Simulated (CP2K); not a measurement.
MoP:

```
CELL_PARAMETERS angstrom
3.22300 0.00000 0.00000
-1.61150 2.79120 0.00000
0.00000 0.00000 3.19100
ATOMIC_POSITIONS crystal
Mo 0.00000 0.00000 0.00000
P 0.33333 0.66667 0.50000
```

Base run:

- Program: CP2K 2026.2
- Functional: PBE
- Potentials or basis: POTENTIAL_UZH Mo GTH-PBE-q14, P GTH-PBE-q5; ccGRB-D basis
- Density cutoff: 6123 eV
- k mesh: 10 × 10 × 8
- Occupations: fermi-dirac, width 0.05 eV
- Spin: no spin polarisation

Its results: band gap on the k mesh none (metal or under the smearing width); pressure 7.9 GPa.

The run is repeated on the same cell with these changes: potentials or basis from POTENTIAL_UZH Mo GTH-PBE-q14, P GTH-PBE-q5; ccGRB-D basis to POTENTIAL_UZH Mo GTH-PBE-q14, P GTH-PBE-q5; TZV2P-MOLOPT-PBE-GTH basis; basis sets from Mo ccGRB-D-q14, P ccGRB-D-q5 to Mo TZV2P-MOLOPT-PBE-GTH-q14, P TZV2P-MOLOPT-PBE-GTH-q5. What comes out?

Band gap on the k mesh none (metal or under the smearing width); pressure 3.3 GPa.

Caveats: the basis of atomic orbitals isn't converged, which shifts pressures, moduli and gaps.
